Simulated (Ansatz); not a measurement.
**PbTe (Pm-3m): an equation of state far from equilibrium**

How does PbTe (Pm-3m) respond to strong compression and slight expansion?

Method: DFT PBE, scalar-relativistic, plane waves, PAW, in Ansatz 0.2.0.

### Step 1. The system as given

It takes space group Pm-3m (No. 221, cubic). Conventional cell: a = 4.004 Å, b = 4.004 Å, c = 4.004 Å, α = 90.00°, β = 90.00°, γ = 90.00°. Te (site symmetry m-3m) has 8 Pb at 3.47 Å as nearest neighbours. Around Pb (site symmetry m-3m) lie 8 Te at 3.47 Å.

Coordinates:

```xyz
2
Lattice="4.0039 0.0000 0.0000 0.0000 4.0039 0.0000 0.0000 0.0000 4.0039" Properties=species:S:1:pos:R:3 pbc="T T T"
Te    2.0020    2.0020    2.0020
Pb    0.0000    0.0000    0.0000
```

This cell comes from an earlier session at PBE: 32.095 Å³/atom at 0.00 GPa, on a 8×8×8 mesh.

### Step 2. Volume × 0.96

The input, input.yaml:

```yaml
crystal:
  lattice:
    - [3.9498280178, 0.0, 0.0]
    - [0.0, 3.9498280178, 0.0]
    - [0.0, 0.0, 3.9498280178]
  atoms:
    - { symbol: Te, position: [0.5, 0.5, 0.5] }
    - { symbol: Pb, position: [0.0, 0.0, 0.0] }
basis:
  ecutwfc: 420
  ecutrho_ratio: 4
kpoints:
  mp_grid: { grid: [8, 8, 8] }
hamiltonian:
  xc: pbe
scf:
  occupations: { method: gaussian, width: 0.05 }
output:
  forces: true
  stress: true
  eigenvalues: true
```

Run with:

```
ansatz run input.yaml --threads 1 --pin off --max-ram 2560MiB --backend cpu --events-out ev --progress --plain --runs-dir out
```

The runs that follow: Volume × 1.04; Volume × 0.92; Volume × 0.88; Volume × 0.84; Volume × 0.8.

What does the calculation give? Wanted: range of pressure; V0; B0; B0′.

As calculated:

```
         quantity             value
range of pressure  -1.5 to 14.1 GPa
         V0 (fit)     32.01 Å³/atom
         B0 (fit)            33 GPa
        B0′ (fit)              6.29
```

What this shows: A third-order Birch-Murnaghan fit follows the points with an rms miss of 0.73 meV/atom. The k mesh is not the same at all volumes. Symmetry fixes shape and sites, so only the volume changes. Other structures may be lower in enthalpy at these pressures. Spin–orbit coupling is left out, though the cell holds Pb; in elements this heavy it can shift levels and gaps by tenths of an eV. No dispersion term is included, so distances between weakly bound layers or units are the least certain numbers.
